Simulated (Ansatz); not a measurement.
How KF answers to pressure

```yaml
crystal:
  lattice:
    - [0.00000, 2.67350, 2.67350]
    - [2.67350, 0.00000, 2.67350]
    - [2.67350, 2.67350, 0.00000]
  atoms:
    - { symbol: K, position: [0.00000, 0.00000, 0.00000] }
    - { symbol: F, position: [0.50000, 0.50000, 0.50000] }
```

The cell is COD entry 9008652, as deposited and not checked against the literature; nothing was relaxed.

Level of theory: Ansatz 0.2.0, DFT, PBE, all-electron LAPW, scalar-relativistic.

Settings: a Γ-centred 9×9×9 k mesh, Fermi–Dirac smearing of 0.01 eV, basis error target 1 meV/atom, no spin polarisation.

The cell is scaled evenly with fractional coordinates held. Semilocal gaps are too small, but their slopes carry over better.

```csv
V/V(cell),P (GPa),gap on the k mesh (eV)
0.9405,3.80,6.501
0.9700,2.46,6.330
1.0000,1.32,6.167
1.0300,0.34,6.015
```

(1) From the rows at 0.9700 and 1.0300, what is the bulk modulus at the cell's volume?

(2) What are the gap's volume deformation potential and pressure coefficient?

(3) Predict the row at V/V(cell) = 1.0600. How far is a linear estimate of P off?

Answers

(1) B = −ΔP/Δln V = −[(0.34) − (2.46)]/0.06002 = 35.3 GPa. This is the modulus at 1.32 GPa, not at zero pressure.

(2) dEg/dln V = (6.015 − 6.330)/0.06002 = -5.25 eV, and dEg/dP = −(dEg/dln V)/B = 149 meV/GPa: pressure widens the gap.

(3) P = -0.48 GPa, gap 5.872 eV. The linear estimate P(cell) − B ln(V/V(cell)) = -0.74 GPa misses by 0.26 GPa, since the modulus falls on expansion.
